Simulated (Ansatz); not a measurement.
Runs of Ansatz 0.2.0 on NiO. Symmetry: Fm-3m, No. 225, cubic system. The conventional cell has a = 4.172 Å, b = 4.172 Å, c = 4.172 Å, α = 90.00°, β = 90.00°, γ = 90.00°. Around Ni (site symmetry m-3m) lie 6 O at 2.09 Å. O (site symmetry m-3m) is surrounded by 6 Ni at 2.09 Å. 

| task | level | cell | k mesh | cutoff (eV) | gap on the mesh (eV) | pressure (GPa) | moment (μB) | relaxed volume (Å³/atom) |
| --- | --- | --- | --- | --- | --- | --- | --- | --- |
| elastic constants | LDA | as given | 8 × 8 × 8 | 404 | none | (b) | 0.72 | - |
| phonons | PBEsol | as given | 8 × 8 × 8 | 404 | none | - | (a) | - |
| relaxation of cell and atoms | BLYP+D3(BJ) | relaxed | 11 × 11 × 11 | - | - | 0.0 | 1.81 | 9.37 |
| relaxation of cell and atoms | RPBE+D3(BJ) | relaxed | 11 × 11 × 11 | - | - | 0.0 | 1.85 | 9.02 |

Alike in all rows: potentials or basis all-electron LAPW, scalar-relativistic; spin collinear, ferromagnetic start; smearing fermi-dirac 0.05 eV; basis error allowed 0.001 eV/atom.

Problem. Fill in the values left out.

Solution. (a) 1.58; (b) -19.0.

Caveats: a cell with one magnetic atom can't hold antiferromagnetic order, which such compounds often take; the k mesh is thin for a metal, which can move the energy by tens of meV per atom (some runs); a metal's response needs a denser mesh (some runs); semilocal functionals often make such compounds metallic where correlation or magnetic order opens a gap, which also shifts bond lengths (some runs); the cell is more than 3 GPa from zero pressure, which shifts response properties (some runs); elastic constants of metals need much finer meshes, so these are rough (some runs); so large a pressure means that the cell lies far from this level's equilibrium, or that cutoff or potentials fall short (some runs).

A gap of «none» marks a metal or a gap under the smearing width.

Runs at the PBE level aren't shown here.
